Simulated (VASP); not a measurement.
## GaAs: single point with PBEsol

**Measured values to compare with.**

“Evidence of valence band perturbations in GaAsN/GaAs(001): A combined variable-angle spectroscopic ellipsometry and modulated photoreflectance investigation”, 2008, arxiv:0805.2212 reports, for a bulk crystal of GaAs at 300 K: band gap 1.418 ± 0.005 eV (direct).

Crystal: GaAs.

```
Ga As
1.0
     0.00000    2.82914    2.82914
     2.82914    0.00000    2.82914
     2.82914    2.82914    0.00000
Ga As
1 1
Direct
  0.00000 0.00000 0.00000
  0.75000 0.75000 0.75000
```

| Quantity | Value |
| --- | --- |
| Program | VASP 6.6.1 |
| Task | single point |
| Functional | PBEsol |
| Potentials or basis | VASP PAW PBE potentials, release 64 (Ga_d, As) |
| Cutoff | 520 eV |
| k mesh | 12 × 12 × 12 |
| Occupations | gaussian, width 0.02 eV |
| Spin | no spin polarisation |
| Dipole correction | no |
| Further INCAR settings | ALGO = Normal; EDIFF = 1e-06; NBANDS = 16 |

```
Pressure               : 0.2 GPa
Band gap on the k mesh : 0.44 eV, direct
```

Levels at points of the mesh, in eV from the valence-band top:
| k point | band 6 | band 7 | band 8 | band 9 | band 10 | band 11 | band 12 | band 13 |
| --- | --- | --- | --- | --- | --- | --- | --- | --- |
| (0.00, 0.00, 0.00) | -12.73 | 0.00 | 0.00 | 0.00 | 0.44 | 3.69 | 3.69 | 3.69 |
| (0.50, 0.00, 0.00) | -10.96 | -6.67 | -1.14 | -1.14 | 0.92 | 4.58 | 4.58 | 7.58 |
| (0.50, 0.50, 0.00) | -10.22 | -6.84 | -2.69 | -2.69 | 1.36 | 1.57 | 10.11 | 10.11 |

It took 28 s on 1 thread of Intel(R) Xeon(R) Platinum 8488C (Sapphire Rapids), with other jobs on the host, peak memory 0.2 GiB.

Against the measured gap of GaAs, 1.418 eV (direct; 300 K; “Evidence of valence band perturbations in GaAsN/GaAs(001): A combined variable-angle spectroscopic ellipsometry and modulated photoreflectance investigation”, 2008, arxiv:0805.2212), the calculated 0.44 eV is off by -0.98 eV. 3 values of this kind are on record (1.412 to 1.51 eV); this one was drawn at random among those near their median, those with a stated uncertainty first. Spin-orbit coupling on As, Ga is left out. The value is that of PBEsol on a finite k mesh, which can miss the band edges, without temperature or zero-point motion. Semilocal functionals fall short of measured gaps as a rule.

Caveat: the PAW data sets were made with another functional, which shifts forces and pressure a little.
